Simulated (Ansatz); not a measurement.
**What a change of settings does to a run on PbS**

The cell is COD entry 2106944, as deposited and not checked against the literature; nothing was relaxed.

First run: DFT, PBE, all-electron PAW with datasets made for the crystal, scalar-relativistic (Ansatz 0.2.0).

Command: `ansatz run input.yaml --threads 1 --pin off --max-ram 4096MiB --backend cpu --events-out ev --progress --plain --runs-dir out` The run took 44 s on 1 thread of Arm Neoverse V2 (shared host), peak memory 0.72 GiB.

```yaml
crystal:
  lattice:
    - [2.9405, -2.9, 0.0]
    - [2.9405, 2.9, 0.0]
    - [-1.08005, 0.0, 11.70929]
  atoms:
    - { symbol: Pb, position: [0.7756, 0.7756, 0.63638] }
    - { symbol: Pb, position: [0.2244, 0.2244, 0.36362] }
    - { symbol: S, position: [0.2684, 0.2684, 0.5986] }
    - { symbol: S, position: [0.7316, 0.7316, 0.4014] }
kpoints:
  mp_grid: { grid: [7, 7, 3] }
  band_path:
    path:
      - [0.0, 0.0, 0.0]
      - [-0.4952296494, 0.4952296494, 0.0]
      - [-0.5047703506, -0.4952296494, 0.0]
      - [-0.5, -0.5, 0.0]
      - [0.0, 0.0, 0.0]
      - [-0.5, -0.5, 0.5]
      - [-0.5160352562, -0.4839647438, 0.5]
      - [-0.4839647438, 0.4839647438, 0.5]
      - [0.0, 0.0, 0.5]
    npoints: 8
scf:
  occupations: { method: fermi_dirac, width: 0.01 }
hamiltonian:
  xc: pbe
  pseudopotentials: { kind: all_electron, datasets: crystal }
output:
  forces: true
  stress: true
  eigenvalues: true
  efg: { contact_densities: true }
```

Result: converged; pressure 0.27 GPa; largest force 0.406 eV/Å; gap on the k mesh 1.27 eV (the mesh can miss the band edges); 8 SCF iterations.

Spin–orbit coupling is left out, though it moves levels of the heavy atoms by tenths of an eV or more.

The input is then changed:

```diff
@@ -25,6 +25,7 @@
 scf:
   occupations: { method: fermi_dirac, width: 0.01 }
+  mixing: { preconditioner: kerker_dos }
 hamiltonian:
-  xc: pbe
+  xc: r2scan
   pseudopotentials: { kind: all_electron, datasets: crystal }
 output:
```

Q: What does the second run give?

A: It converged; pressure -0.31 GPa; largest force 0.559 eV/Å; gap on the k mesh 1.59 eV (the mesh can miss the band edges); 13 SCF iterations.

The results part of its log:

```
SCF 1 converged in 13 iterations: F = -1158004.127163 eV  dr2 = 2.35e-9
  Residual-converged pass: ⟨swp⟩=3.4  Hψ=2415  notcnv=0  max |occ|·‖R‖ = 6.6e-6 eV (tolerance 6.7e-6 eV)  dr2=2.57e-9  dr2_τ=4.80e-11  dr2_onsite=1.59e-8  max |Δocc| = 0.0e0
  greatest PAW one-centre occupation: 0.980 electrons in one spin orbital (limit 2), on the Pb atom at site 1 (counted from 0), in its partial waves of l = 2
NSCF: frozen V_eff on 65 k-points
SCF converged after 13 iterations
Free energy (F): -1158004.127163 eV
Harris-Foulkes:  -1158004.127163 eV  (|F-HF|=1.40e-9)
Internal energy: -1158004.127163 eV  (E = F + TS)
E sigma→0 (E₀):  -1158004.127163 eV
Past the cutoff: the bands carry plane waves up to 2.50 times it, of which those up to 1.5 times it add -0.001046 eV an atom, each by itself; the spheres take 0.000896 eV an atom off the energy for waves past 2.50 times it
Past the cutoffs: a stress includes 0.0009 GPa for waves and charges beyond them, in addition to the slope of what the spheres take
In the spheres:  the bands' charges fall short by 4.0e-7 e at most (sound up to 1e-3)
Fermi energy:    4.266459 eV
--- Per-component energies (eV) ---
  The terms above E_closure are by the made datasets' own strengths, without shells solved beside the bands.
--- Forces (eV/Å), atoms counted from 1 ---
  atom   1  Pb    -0.00103919     0.00000000    -0.55937857
  atom   2  Pb     0.00103919     0.00000000     0.55937857
  atom   3  S     -0.00493267     0.00000000    -0.20735665
  atom   4  S      0.00493267     0.00000000     0.20735665
  max |Σ_I F_I| component: 2.78e-17 eV/Å
--- Stress (GPa, compression-positive) ---
       -0.012906       0.000000      -0.011702
        0.000000       0.890325       0.000000
       -0.011702       0.000000      -1.818104
  P = ⅓ Tr σ = -0.3136 GPa (-3.136 kbar)
--- PAW observables at the nuclei: V_zz in 10²¹ V/m², potentials from the cell's mean, atoms counted from 1 ---
  atom   1  Pb V_zz =   -17.387276   η = 0.3741   by run symmetry: allowed
            electrostatic potential = -17470.491406 V   contact ρ = 16486045.362117 e/Å³
  atom   2  Pb V_zz =   -17.387276   η = 0.3741   by run symmetry: allowed
            electrostatic potential = -17470.491406 V   contact ρ = 16486045.362117 e/Å³
  atom   3  S  V_zz =    +0.560300   η = 0.2838   by run symmetry: allowed
            electrostatic potential = -1629.901957 V   contact ρ = 19751.261548 e/Å³
  atom   4  S  V_zz =    +0.560300   η = 0.2838   by run symmetry: allowed
            electrostatic potential = -1629.901957 V   contact ρ = 19751.261548 e/Å³
--- Band table (eV; the first three rows and the last of 44) ---
  k-point 0: bands = ["-13.4670", "-13.3882", "-13.3798", "-13.3707", "-13.3382", "-13.3342", "-13.3313", "-13.3232", "-13.3133", "-13.3064", "-9.8603", "-8.3379", "-3.7325", "-2.0506", "0.1630", "0.8315", "0.9772", "1.9731", "2.0924", "3.4666", "5.1430"]
  k-point 1: bands = ["-13.4670", "-13.3882", "-13.3798", "-13.3707", "-13.3382", "-13.3342", "-13.3313", "-13.3232", "-13.3133", "-13.3064", "-9.8603", "-8.3379", "-3.7326", "-2.0503", "0.1641", "0.8315", "0.9772", "1.9731", "2.0924", "3.4663", "5.0569"]
  k-point 2: bands = ["-13.4560", "-13.3805", "-13.3759", "-13.3652", "-13.3400", "-13.3376", "-13.3365", "-13.3253", "-13.3168", "-13.3084", "-9.7355", "-8.2987", "-4.0123", "-2.4546", "0.1989", "1.0424", "1.1651", "2.1597", "2.4679", "3.3109", "5.3388"]
  k-point 43: bands = ["-13.4753", "-13.4722", "-13.3586", "-13.3542", "-13.3378", "-13.3374", "-13.3222", "-13.3159", "-13.3056", "-13.3054", "-8.2056", "-8.1590", "-3.6487", "-3.5999", "-0.7895", "-0.4579", "0.5914", "0.9330", "1.8353", "1.9213", "7.1247"]
```
